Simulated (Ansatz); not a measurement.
# O started in the widest void in corundum Al2O3, 121 atoms, charge −2

All numbers come from Ansatz (PAW, plane waves, no spin–orbit coupling) at the single k point (¼, ¼, ¼) without its symmetry partners. The atoms were relaxed with PBEsol in a fixed cell; other functionals are single points on those atoms unless said otherwise. The valence top and gap of the host come from its small cell on a dense mesh, with the band extrema sought between the mesh points, lined up by the mean potential, PBEsol gap 6.03 eV, HSE06 gap 7.99 eV, r²SCAN gap 7.03 eV. The charge correction uses an assumed dielectric constant of 10.

Relaxed structure:

```cif
data_structure
_symmetry_space_group_name_H-M 'P 1'
_symmetry_Int_Tables_number 1
_cell_length_a 9.5479
_cell_length_b 9.5479
_cell_length_c 13.0136
_cell_angle_alpha 90.000
_cell_angle_beta 90.000
_cell_angle_gamma 120.000
_cell_volume 1027.40
loop_
_atom_site_label
_atom_site_type_symbol
_atom_site_fract_x
_atom_site_fract_y
_atom_site_fract_z
_atom_site_occupancy
Al1 Al 0.33645 0.16932 0.18467 1
Al2 Al 0.33531 0.66636 0.18467 1
Al3 Al 0.83565 0.16606 0.18380 1
Al4 Al 0.83540 0.66795 0.18477 1
Al5 Al 0.16685 0.33452 0.01129 1
Al6 Al 0.16866 0.83357 0.01838 1
Al7 Al 0.66696 0.33373 0.01793 1
Al8 Al 0.66719 0.83234 0.01953 1
Al9 Al 0.16665 0.33780 0.31556 1
Al10 Al 0.16900 0.83507 0.31359 1
Al11 Al 0.67401 0.33625 0.30651 1
Al12 Al 0.66523 0.82831 0.31359 1
Al13 Al 0.18121 0.33516 0.52984 1
Al14 Al 0.16842 0.84048 0.51824 1
Al15 Al 0.67277 0.33337 0.51355 1
Al16 Al 0.66712 0.83533 0.51880 1
Al17 Al 0.00125 0.00229 0.35139 1
Al18 Al 0.00471 0.50270 0.35122 1
Al19 Al 0.50597 0.00299 0.35057 1
Al20 Al 0.48645 0.48393 0.37520 1
Al21 Al 0.00285 0.00171 0.14734 1
Al22 Al 0.00260 0.50014 0.14566 1
Al23 Al 0.50113 0.99979 0.14686 1
Al24 Al 0.50303 0.50266 0.15410 1
Al25 Al 0.99709 0.99556 0.65170 1
Al26 Al 0.00265 0.50306 0.64643 1
Al27 Al 0.50125 0.00691 0.64700 1
Al28 Al 0.48841 0.48877 0.63542 1
Al29 Al 0.99579 0.99706 0.85873 1
Al30 Al 0.00451 0.49791 0.85166 1
Al31 Al 0.50083 0.00093 0.85165 1
Al32 Al 0.50310 0.50589 0.84963 1
Al33 Al 0.32566 0.16558 0.69134 1
Al34 Al 0.33775 0.67451 0.68600 1
Al35 Al 0.83355 0.16636 0.68418 1
Al36 Al 0.82941 0.66221 0.68488 1
Al37 Al 0.34413 0.17483 0.47396 1
Al38 Al 0.33196 0.67175 0.47920 1
Al39 Al 0.84037 0.16774 0.48030 1
Al40 Al 0.83619 0.66773 0.48099 1
Al41 Al 0.33342 0.16781 0.98064 1
Al42 Al 0.33452 0.66600 0.98061 1
Al43 Al 0.83443 0.16744 0.98050 1
Al44 Al 0.83415 0.66529 0.98147 1
Al45 Al 0.18319 0.33234 0.79026 1
Al46 Al 0.16383 0.83191 0.81467 1
Al47 Al 0.66852 0.33590 0.81386 1
Al48 Al 0.66498 0.83281 0.81394 1
O1 O 0.15573 0.00173 0.24902 1
O2 O 0.14982 0.49999 0.24504 1
O3 O 0.65573 0.99950 0.24873 1
O4 O 0.65927 0.50172 0.24614 1
O5 O 0.33487 0.01451 0.08266 1
O6 O 0.33492 0.51259 0.08266 1
O7 O 0.83362 0.01236 0.08402 1
O8 O 0.83616 0.51366 0.08125 1
O9 O 0.00211 0.15409 0.24921 1
O10 O 0.00225 0.65506 0.24881 1
O11 O 0.50425 0.15112 0.24524 1
O12 O 0.50428 0.65797 0.24507 1
O13 O 0.34925 0.34647 0.25366 1
O14 O 0.34887 0.84742 0.24953 1
O15 O 0.85062 0.34736 0.24693 1
O16 O 0.84993 0.84819 0.25015 1
O17 O 0.18254 0.16871 0.08219 1
O18 O 0.18282 0.66919 0.08316 1
O19 O 0.68159 0.16679 0.08177 1
O20 O 0.68346 0.66702 0.08319 1
O21 O 0.18379 0.02332 0.58319 1
O22 O 0.18321 0.52091 0.58121 1
O23 O 0.67977 0.01565 0.58312 1
O24 O 0.68676 0.51401 0.58223 1
O25 O 0.16665 0.18111 0.41590 1
O26 O 0.16664 0.68697 0.41573 1
O27 O 0.67565 0.17794 0.41529 1
O28 O 0.66498 0.67704 0.41754 1
O29 O 0.01468 0.33452 0.41537 1
O30 O 0.01572 0.83740 0.41656 1
O31 O 0.53125 0.31909 0.40155 1
O32 O 0.51663 0.83666 0.41643 1
O33 O 0.01055 0.17729 0.91911 1
O34 O 0.01403 0.67863 0.91650 1
O35 O 0.51407 0.18078 0.91630 1
O36 O 0.51984 0.68497 0.92014 1
O37 O 0.00468 0.34683 0.74775 1
O38 O 0.99420 0.83718 0.74994 1
O39 O 0.50310 0.34919 0.74940 1
O40 O 0.50298 0.85509 0.74951 1
O41 O 0.48732 0.32111 0.08310 1
O42 O 0.48702 0.82132 0.08202 1
O43 O 0.98637 0.31851 0.08201 1
O44 O 0.98825 0.82013 0.08348 1
O45 O 0.48596 0.17444 0.58204 1
O46 O 0.48646 0.67261 0.58398 1
O47 O 0.98286 0.16204 0.58293 1
O48 O 0.98994 0.67066 0.58213 1
O49 O 0.27003 0.32152 0.65489 1
O50 O 0.33482 0.82668 0.58260 1
O51 O 0.83666 0.32122 0.58243 1
O52 O 0.83316 0.81944 0.58273 1
O53 O 0.31136 0.50975 0.39864 1
O54 O 0.32319 0.98938 0.41484 1
O55 O 0.82688 0.49003 0.41515 1
O56 O 0.82041 0.98384 0.41631 1
O57 O 0.32062 0.33217 0.91172 1
O58 O 0.32089 0.83342 0.91570 1
O59 O 0.81984 0.33312 0.91510 1
O60 O 0.81914 0.83157 0.91826 1
O61 O 0.34663 0.00110 0.75035 1
O62 O 0.35848 0.53309 0.76645 1
O63 O 0.84288 0.99794 0.75001 1
O64 O 0.84938 0.49832 0.74890 1
O65 O 0.13855 0.12275 0.76375 1
O66 O 0.15318 0.65490 0.74879 1
O67 O 0.65408 0.15656 0.74867 1
O68 O 0.65511 0.65467 0.74980 1
O69 O 0.16556 0.48853 0.92009 1
O70 O 0.16560 0.98181 0.91997 1
O71 O 0.66770 0.48682 0.91601 1
O72 O 0.66761 0.98768 0.91636 1
O73 O 0.39952 0.38633 0.51033 1
```

Chemical potentials μ are those of reference phases of the elements at zero temperature by the same functional (the usual solids, diamond for C, grey Sn, and the molecules H2, N2, O2, F2, Cl2, Br2 and S8).

```csv
functional,E(defect) − E(host) − Σ nμ + q·E_VBM (eV),monopole (eV),alignment (eV),formation energy at E_F = VBM (eV),moment (μB),"wall time, shared host"
PBEsol,9.26,0.77,-0.21,9.82,0 (no spin),12 s on NVIDIA GB200 (relaxation)
```

(1) Estimate the formation energy and moment that HSE06 gives on these atoms.

HSE06 one-electron levels near the gap (the ten most localised at most), from the host's valence top, not corrected for the charge's images:

```csv
level (eV),spin,filling,atoms sharing it,element of the atom with most weight
-0.23,both,2.00,52.4,spread
-0.20,both,2.00,58.8,spread
-0.13,both,2.00,53.4,spread
-0.09,both,2.00,21.3,O
-0.07,both,2.00,38.4,spread
0.03,both,2.00,21.1,O
0.09,both,2.00,23.7,O
0.84,both,2.00,7.4,O
0.89,both,2.00,7.5,O
1.28,both,2.00,4.9,O
```

r²SCAN one-electron levels near the gap (the ten most localised at most), from the host's valence top, not corrected for the charge's images:

```tsv
level (eV)	spin	filling	atoms sharing it	element of the atom with most weight
-0.19	both	2.00	56.5	spread
-0.17	both	2.00	54.5	spread
-0.10	both	2.00	39.9	spread
-0.06	both	2.00	17.4	O
-0.04	both	2.00	38.1	spread
0.06	both	2.00	19.1	O
0.12	both	2.00	20.8	O
0.89	both	2.00	7.2	O
0.96	both	2.00	7.3	O
1.34	both	2.00	4.8	O
```

All elements are taken at their own reference at once; growth conditions in equilibrium with the host shift these energies, by up to the host's formation enthalpy.

One k point and a cell of this size can leave errors of several tenths of an eV in such numbers.

## Answers

(1) 12.55 eV at E_F = VBM (11.99 eV before the monopole term 0.77 eV and the alignment -0.21 eV), moment 0 (no spin). r²SCAN gives 10.82 eV.
